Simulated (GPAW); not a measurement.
Crystal: Cu.

```
Cu
1.0
     2.53410    0.00000    0.00000
    -1.26705    2.19459    0.00000
     0.00000    0.00000    4.11257
Cu
2
Cartesian
  1.2670 0.7315 3.0844
  0.0000 1.4631 1.0281
```

This isn't the form of Cu at room conditions, which is fcc.

- Program: GPAW 26.7.0
- Task: relaxation of cell and atoms
- Functional: PBEsol
- Dispersion: D3(BJ)
- Potentials or basis: PAW data sets generated in the run's folder for this functional
- Cutoff: 600 eV
- Basis: pw
- k mesh: 10 × 10 × 6
- Occupations: fermi-dirac, width 0.05 eV
- Spin: no spin polarisation

At the start: pressure -7.0 GPa; volume 11.44 Å³/atom.

Q: Where does the relaxation end?

A: Over 4 steps the energy falls by 9.9 meV/atom and the volume is 10.97 Å³/atom (-4.1 %); space group P6_3/mmc (No. 194, to 0.05 Å).

The path:
```csv
step,energy change (eV),largest force (eV/Å),pressure (GPa),volume (Å³)
1,0.0000,0.0000,-6.97,22.87
2,-0.0090,0.0000,-5.33,22.63
3,-0.0197,0.0000,0.40,21.89
4,-0.0198,0.0000,-0.02,21.94
```

Final structure:
```
CELL_PARAMETERS angstrom
2.49951 0.00000 0.00000
-1.24976 2.16464 0.00000
0.00000 0.00000 4.05536
ATOMIC_POSITIONS crystal
Cu 0.66667 0.33333 0.75000
Cu 0.33333 0.66667 0.25000
```

Caveat: with this Cu data set, volumes or pressures lay over 1.5 % or 2 GPa off other programs in two to four cells of ten; later steps reuse the first step's grids; pairwise dispersion overbinds metals, which lowers pressure and volume.
